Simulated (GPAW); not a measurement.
Runs of GPAW 26.7.0 on As. The structure is orthorhombic, space group Cmce (No. 64). The conventional cell has a = 3.650 Å, b = 11.000 Å, c = 4.470 Å, α = 90.00°, β = 90.00°, γ = 90.00°. Around As (site symmetry m) lie 3 As at 2.48 to 2.49 Å. This isn't the form of As at room conditions, which is rhombohedral.

| task | level | potentials or basis | k mesh | cutoff (eV) | maxiter | ranks | convergence | band path | band points | gap on the mesh (eV) | pressure (GPa) | V0 of scaled cells (Å³/atom) | B0 (GPa) | largest force (eV/Å) |
| --- | --- | --- | --- | --- | --- | --- | --- | --- | --- | --- | --- | --- | --- | --- |
| single point | PBEsol | PAW data sets generated in the run's folder for this functional, pw | 8 × 8 × 6 | 600 | 150 | - | - | - | - | none | 0.0 | - | - | 0.11 |
| equation of state | PBEsol | PAW data sets generated in the run's folder for this functional, pw | 8 × 8 × 6 | 600 | 150 | 4 | - | - | - | - | - | 22.42 | (b) | - |
| single point | LDA | the program's PAW data sets (release 1.2.1) made for this functional, pw | 6 × 6 × 5 | 450 | 120 | - | default | - | - | none | -1.7 | - | - | 0.16 |
| band structure | r2SCAN | GPAW PAW data sets (gpaw-data 1.2.1), pw | 6 × 6 × 5 | 600 | 150 | - | - | GXSRAZGYX1A1TY,ZT | 60 | - | (c) | - | - | 0.40 |
| equation of state | LDA | the program's PAW data sets (release 1.2.1) made for this functional, pw | 6 × 6 × 5 | 600 | 150 | - | - | - | - | - | - | (a) | 75 | - |
| band structure | PBEsol | PAW data sets generated in the run's folder for this functional, pw | 6 × 6 × 5 | 600 | 150 | - | - | GXSRAZGYX1A1TY,ZT | 60 | - | -0.1 | - | - | 0.09 |
| band structure | LDA | the program's PAW data sets (release 1.2.1) made for this functional, pw | 6 × 6 × 5 | 600 | 150 | - | - | GXSRAZGYX1A1TY,ZT | 60 | - | -1.7 | - | - | 0.16 |

Alike in all rows: no spin polarisation; cell as given; smearing fermi-dirac 0.05 eV.

**Question.** Fill in the values left out.

**Answer.** (a) 21.91; (b) 71; (c) 1.3.

Caveats: the cell was scaled at fixed shape and fractional positions, which overstates the stiffness of a crystal with free parameters, most of all of layers and chains (some runs); the cutoff is short for stress and forces, so pressures can be off by a GPa or more (some runs); the PAW data sets were made with another functional, which shifts forces and pressure a little (some runs).

A k mesh can miss the band edges, and the runs leave out spin-orbit coupling on As.

A gap of «none» marks a metal or a gap under the smearing width.

Not every run made on this cell is shown here.
